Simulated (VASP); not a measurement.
A run of VASP 6.6.1:

File INCAR:

```
SYSTEM = MoS2
ALGO = Normal
EDIFF = 1E-7
ENCUT = 520
GGA = PS
ISIF = 2
ISMEAR = -1
KPAR = 2
LASPH = .True.
LCHARG = .False.
LREAL = .False.
LWAVE = .False.
NBANDS = 35
NELM = 60
PREC = Accurate
SIGMA = 0.05
```

KPOINTS

```
k-points
0
Gamma
  10 10 3
  0 0 0
```

POSCAR

```
MoS2
1.0
    3.1690000000      0.0000000000      0.0000000000
   -1.5845000000      2.7444345046      0.0000000000
    0.0000000000      0.0000000000     12.3240000000
Mo S
2 4
Direct
    0.6827430000      0.3398180000      0.7520050000
    0.3392490000      0.6523370000      0.2513720000
    0.6668130000      0.3413290000      0.3788180000
    0.3283820000      0.6473120000      0.8791640000
    0.6719700000      0.3412700000      0.1236710000
    0.3459790000      0.6701320000      0.6228060000
```

Potentials or basis: VASP PAW PBE potentials, release 64 (Mo_sv, S).

The run is started by

```console
$ cat potpaw_PBE.64/Mo_sv/POTCAR potpaw_PBE.64/S/POTCAR > POTCAR
$ mpirun -np 2 vasp_std > vasp.out
```

Hardware: 2 MPI ranks on AMD EPYC 7R13 Processor (Zen 3) (shared host).

Q: How long does it take, and how much memory?

A: Wall time 3.7 min on 2 MPI ranks on AMD EPYC 7R13 Processor (Zen 3) (shared host), peak memory 0.5 GiB a rank. Counts: scf iterations 17, k points 152.
